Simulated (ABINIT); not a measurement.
**TiC in ABINIT: the effect of dispersion**

TiC:

```
Ti C
1.0
     0.00000    2.16572    2.16572
     2.16572    0.00000    2.16572
     2.16572    2.16572    0.00000
Ti C
1 1
Cartesian
  0.0000 0.0000 0.0000
  2.1657 2.1657 2.1657
```

The cell is a database's computed one.

Alike in all runs:

```yaml
Program: ABINIT 10.8.3 (patched build)
Task: equation of state
Functional: PBE
Potentials_or_basis: JTH PAW PBE v2.0
Cutoff: 517 eV
k_mesh: 11 × 11 × 11
Occupations: fermi-dirac, width 0.05 eV
Spin: no spin polarisation
```

**Question.** One run gave: V0 of scaled cells 10.19 Å³/atom; B0 248 GPa. Which dispersion did it use?
A. D3
B. D3(BJ)
C. none
D. D4

**Answer.** C.

```csv
dispersion,V0 of scaled cells (Å³/atom),B0 (GPa)
D4,9.99,268
none,10.19,248
D3,9.98,266
D3(BJ),9.90,269
```

Caveats: pressures at fixed basis lie under the slope of the energies.

Not every run made on this cell is shown here.
